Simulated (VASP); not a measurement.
Set up this calculation in VASP 6.6.1, as the native input.

```yaml
Task: single point
Functional: LDA
Potentials_or_basis: VASP PAW LDA potentials, release 64 (Mg, Si)
Cutoff: 520 eV
k_mesh: 1 × 1 × 1
Occupations: fermi-dirac, width 0.05 eV
Spin: no spin polarisation
Dipole_correction: no
Further_INCAR_settings: LREAL = Auto; ALGO = Normal; EDIFF = 1e-06; NBANDS = 48
```

The structure of Mg15Si8 (a cell with a defect) lies in POSCAR:

```
Mg15Si8
1.0
    0.0000000000      6.4549100000      6.4549100000
    6.4549100000      0.0000000000      6.4549100000
    6.4549100000      6.4549100000      0.0000000000
Mg Si
15 8
Direct
    0.0145393197      0.2090579110      0.1122478857
    0.4355676532      0.2930559837      0.4038553597
    0.1972297058      0.0790096221      0.5478155389
    0.3297412357      0.3971937641      0.9717331458
    0.1120464886      0.7419855583      0.0879098237
    0.3826544444      0.8094148485      0.3648230572
    0.1295757803      0.5853218713      0.6577318661
    0.3881386417      0.8813910651      0.8528236645
    0.6744090932      0.0851212488      0.1024568894
    0.8798263647      0.4345529217      0.3904624542
    0.6841613593      0.0828671507      0.6282349405
    0.8080592913      0.4851578101      0.8844662435
    0.6483901402      0.5514406862      0.1796306997
    0.5657786088      0.6149349875      0.6721007729
    0.9070149700      0.8742027387      0.8391751395
   -0.0399695735      0.1604824854     -0.1330614989
    0.0122697296      0.0145315736      0.4306024406
   -0.0268632715      0.5695199468      0.0522702873
    0.0284976863      0.3771934853      0.6206515660
    0.5915651806     -0.1121162030     -0.0424947830
    0.5583811393     -0.0636414760      0.4276434528
    0.4674193753      0.5227570950      0.0503105388
    0.4462416982      0.4534610088      0.6200628669
```

One way to write it, as run:

INCAR

```
SYSTEM = Mg15Si8
PREC = Accurate ; ENCUT = 520
EDIFF = 1E-6 ; ISMEAR = -1
SIGMA = 0.05 ; LREAL = Auto
LASPH = .True. ; NELM = 100
ALGO = Normal ; ISIF = 2
LWAVE = .False. ; LCHARG = .False.
NBANDS = 48
```

KPOINTS

```
regular mesh
0
Gamma
  1 1 1
  0 0 0
```

Potentials or basis: VASP PAW LDA potentials, release 64 (Mg, Si).

Launch:

```console
$ cat potpaw_LDA.64/Mg/POTCAR potpaw_LDA.64/Si/POTCAR > POTCAR
$ mpirun -np 1 vasp_gam > vasp.out
```

Results of the run:

```
Pressure               : 0.1 GPa
Largest force          : 1.860 eV/Å
Band gap on the k mesh : 0.12 eV, direct
```

Wall time 56 s on 1 thread of Intel(R) Xeon(R) Platinum 8488C (Sapphire Rapids), on a shared host, peak memory 0.47 GiB.
